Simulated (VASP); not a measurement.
A run of VASP 6.6.1:

The input INCAR:

```
PREC = Accurate
ENCUT = 520
EDIFF = 1E-6
ISMEAR = 0
SIGMA = 0.1
LREAL = False
LASPH = True
NELM = 100
ALGO = Normal
ISIF = 2
LWAVE = False
LCHARG = True
GGA = PE
LELF = True
LVHAR = True
NBANDS = 18
```

The input KPOINTS:

```
Automatic mesh
0
Gamma
  6 6 6
```

File POSCAR:

```
InPd
1.0
    3.2718846800      0.0000000000      0.0000000000
    0.0000000000      3.2718846800      0.0000000000
    0.0000000000      0.0000000000      3.2718846800
In Pd
1 1
Direct
    0.0000000000      0.0000000000      0.0000000000
    0.5000000000      0.5000000000      0.5000000000
```

Potentials or basis: VASP PAW PBE potentials, release 64 (In_d, Pd).

Launch:

```bash
$ cat potpaw_PBE.64/In_d/POTCAR potpaw_PBE.64/Pd/POTCAR > POTCAR
$ mpirun -np 1 vasp_std > vasp.out
```

Hardware: 1 thread of Intel(R) Xeon(R) 6975P-C (Granite Rapids) (shared host).

Task: Estimate the wall time of this run.

Result: Run time: 7.6 s on 1 thread of Intel(R) Xeon(R) 6975P-C (Granite Rapids), with other jobs on the host, peak memory 0.14 GiB. Counts: scf iterations 12, k points 20.
